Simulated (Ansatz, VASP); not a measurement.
**Two plane-wave programs on Co**

```xyz
1
Lattice="-1.3448 1.3448 1.3448 1.3448 -1.3448 1.3448 1.3448 1.3448 -1.3448" Properties=species:S:1:pos:R:3 pbc="T T T"
Co    0.0000    0.0000    0.0000
```

Alike in both runs: task single point; functional PBEsol; k mesh 26 × 26 × 26; occupations fermi-dirac, width 0.1 eV; no spin polarisation.

|  | VASP | Ansatz |
| --- | --- | --- |
| version | VASP 6.6.1 | Ansatz 0.2.0 |
| potentials or method | VASP PAW PBE potentials, release 64 (Co) | plane waves (420 eV) with PAW, scalar-relativistic |
| plane-wave cutoff (eV) | 520 | 420 |
| valence electrons in the cell | 9 | 17 |

|  | VASP | Ansatz | Ansatz less VASP |
| --- | --- | --- | --- |
| pressure (GPa) | 10.8 | 12.1 | +1.27 |

The two sets of potentials don't hold the same shells in valence. Ansatz warned: «pseudo_functional_mismatch».

Caveats: the PAW data sets were made with another functional, which shifts forces and pressure a little (VASP); the run has no spin polarisation, though such a crystal can be magnetic. Spin polarisation is off, so any magnetic state and its effect on volume and gap are missing.
